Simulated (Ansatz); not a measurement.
# Iridium, diamond: HSE06 after PBE

Aim: see what exact exchange does to the levels, and what it costs. Spin polarisation is left out. The geometry was relaxed under PBE beforehand and is kept. Exact exchange is dear, so the k-mesh is coarse, and PBE is run on the same mesh for comparison.

Computed with Ansatz 0.2.0 (DFT, plane waves (420 eV) with PBE-made PAW files, scalar-relativistic; functionals as named at each step, unless a step says otherwise).

### 1 The starting structure

The structure is cubic, space group Fd-3m (No. 227). Conventional cell: a = 5.570 Å, b = 5.570 Å, c = 5.570 Å, α = 90.00°, β = 90.00°, γ = 90.00°. Around Ir (site symmetry -43m) lie 4 Ir at 2.41 Å.

As a file:

```cif
data_structure
_symmetry_space_group_name_H-M 'Fd-3m:1'
_symmetry_Int_Tables_number 227
_cell_length_a 5.5702
_cell_length_b 5.5702
_cell_length_c 5.5702
_cell_angle_alpha 90.000
_cell_angle_beta 90.000
_cell_angle_gamma 90.000
_cell_volume 172.82
loop_
_atom_site_label
_atom_site_type_symbol
_atom_site_symmetry_multiplicity
_atom_site_Wyckoff_symbol
_atom_site_fract_x
_atom_site_fract_y
_atom_site_fract_z
_atom_site_occupancy
Ir1 Ir 8 b 0.75000 0.75000 0.75000 1
```

### 2 PBE on the coarse mesh

The run with PBE.

input.yaml reads:

```yaml
crystal:
  lattice:
    - [0.0, 2.7850764218, 2.7850764218]
    - [2.7850764218, 0.0, 2.7850764218]
    - [2.7850764218, 2.7850764218, 0.0]
  atoms:
    - { symbol: Ir, position: [0.125, 0.125, 0.125] }
    - { symbol: Ir, position: [0.875, 0.875, 0.875] }
hamiltonian:
  xc: pbe
  pseudopotentials:
    kind: paw
    azcp:
      Ir: "pseudopotentials/Ir.paw.azcp"
basis:
  ecutwfc: 420
  fft_grid_basis: typed
kpoints:
  mp_grid: { grid: [5, 5, 5], shift: [0, 0, 0] }
magnetization:
  spin_polarized: false
scf:
  occupations: { method: fermi_dirac, width: 0.1 }
```

Run with:

```sh
ansatz run input.yaml --threads 4 --pin off --max-ram 8192MiB --backend cpu --events-out ev --progress --plain --runs-dir out
```

The log of the run, cut to the lines that bear on the results:

```text
Warning: RAYON_NUM_THREADS=4 ignored (pool sized by the plan → 4); use --threads N
[...]
Pseudopotentials: kind: paw
Pseudopotential: Ir, paw, valence charge 17, recommended cutoff 420 eV (normal), <dir>
Functional definition: PBE
[...]
Crystal: 2 atoms, lattice volume = 43.206 Å³
Basis set: ecut = 420 eV, 869 PW (Γ)
Bands: 21, of which v1, the nominal top of the filled ones, is band 17 counted from 1 (16 counted from 0)
Symmetry: 48 space group operations
Space group: Fd-3m (ITA 227), of the structure as read, at distance tolerance 3.5e-5 Å
k-points: 10 of 125
[...]
SCF iter   1: F=—  HF=-23868.637675 eV  |F-HF|=—  |Δ(HF+E_count)|=         —  Δρ=1.08e-2  dr2=1.70e-2  ethr=1.77e-3  ⟨swp⟩=5.5  Hψ=867  notcnv=0
[...]
SCF iter   6: F=-23868.639790 eV  HF=-23868.639790 eV  |F-HF|=5.02e-10  |Δ(HF+E_count)|=   9.78e-8  Δρ=1.30e-6  dr2=4.50e-10  ethr=2.94e-10  ⟨swp⟩=2.2  Hψ=424  notcnv=0
[...]
SCF converged after 6 iterations
Free energy (F): -23868.639790 eV
[...]
E sigma→0 (E₀):  -23868.604443 eV
Entropy (-TS):   -0.070695 eV (-35.347 meV/atom)
Fermi energy:    15.304978 eV
[...]
```

It took 0.24 s on 4 threads of Arm Neoverse V2, shared host; peak memory 0.26 GiB.

### 3 HSE06 on the coarse mesh

The run with HSE06.

input.yaml: that of step 2 with these lines changed.

```diff
@@ -9,3 +9,3 @@
 hamiltonian:
-  xc: pbe
+  xc: hse06
   pseudopotentials:
```

Run with:

```sh
ansatz run input.yaml --threads 4 --pin off --max-ram 8192MiB --backend cpu --events-out ev --progress --plain --runs-dir out
```

The log of the run, cut to the lines that bear on the results:

```text
Warning: RAYON_NUM_THREADS=4 ignored (pool sized by the plan → 4); use --threads N
[...]
[... 2 set-up lines as earlier in the session ...]
Functional definition: HSE06
[...]
Crystal: 2 atoms, lattice volume = 43.206 Å³
Basis set: ecut = 420 eV, 869 PW (Γ)
Bands: 21, of which v1, the nominal top of the filled ones, is band 17 counted from 1 (16 counted from 0)
[... 2 set-up lines as earlier in the session ...]
k-points: 10 of 125
[...]
SCF iter   1: F=—  HF=-23868.633357 eV  |F-HF|=—  |Δ(HF+E_count)|=         —  Δρ=1.02e-2  dr2=1.06e-2  ethr=1.77e-3  ⟨swp⟩=7.0  Hψ=817  notcnv=0
[...]
Frozen-core exchange: fock
[...]
SCF 2 stopped early in 7 iterations: F = -23871.474834 eV  dr2 = 3.79e-6
hybrid outer 1: dexx = +1.934e-2 eV, tail = 5.08e-5 eV
[...]
Frozen-core exchange: fock
[...]
hybrid SCF converged: 2 outer / 10 inner (+7 warm-up), last move |dexx| = 7.47e-7 eV, tail = 8.60e-8 eV
Stability not checked: this state was not tested for a lower state beside it, because the functional holds exact exchange (a hybrid, or Hartree-Fock), whose exchange loop this test does not read (fock_operator; see scf.lower_state_search)
Free energy (F): -23871.474668 eV
Frozen-core exchange: fock
[...]
E sigma→0 (E₀):  -23871.453944 eV
Entropy (-TS):   -0.041448 eV (-20.724 meV/atom)
Fermi energy:    15.085004 eV
[...]
--- Band table (eV; the first three rows and the last of 10) ---
  k-point 0: bands = ["-82.2958", "-82.0546", "-38.0898", "-38.0898", "-38.0898", "-37.3130", "-37.3130", "-37.3130", "6.2074", "9.0285", "9.0285", "9.5818", "9.5818", "9.5818", "13.0176", "13.0176", "13.0176", "15.7375", "15.7375", "26.4565"]
[...]
  guard bands above this table: 1 of the run's 21 bands, where the rule asks 2: the bands that hold charge and the lowest empty level above them stay in the table. The solve was not asked for them (output.publish_guard_bands: true or output.eigenvalues: true publishes all)
```

Run time: 4 s. Hardware: 4 threads of Arm Neoverse V2, shared host; peak memory 0.77 GiB.

### 4 The functionals compared

```
functional               gap on the mesh  Fermi energy (eV)  SCF cycles  exchange loops  CPU time
       PBE  none (levels filled in part)             15.305           6               -    0.58 s
     HSE06  none (levels filled in part)             15.085          17               2      11 s
```

### 5 Results

| quantity | value |
| --- | --- |
| PBE: gap | none (levels filled in part) |
| HSE06: gap | none (levels filled in part) |
| HSE06: SCF cycles, exchange loops | 17, 2 |
| HSE06: CPU time over that of PBE | 19 |
| HSE06: relative to fcc | +1227 meV/atom |

What this shows: Neither PBE nor HSE06 shows a clean gap on this mesh. The hybrid took 19 times as much CPU time as PBE on the same settings. The exchange operator of HSE06 was renewed in 2 outer loops. To compare with dense-mesh energies, the change of PBE from this mesh and smearing to its dense run (+3.6 meV/atom, from a run not shown) is added. Under HSE06 it lies 1227 meV/atom above fcc (computed apart in the same way); on such meshes a few tens of meV are uncertain for metals. The total energies in the logs cannot be compared from one functional to another.
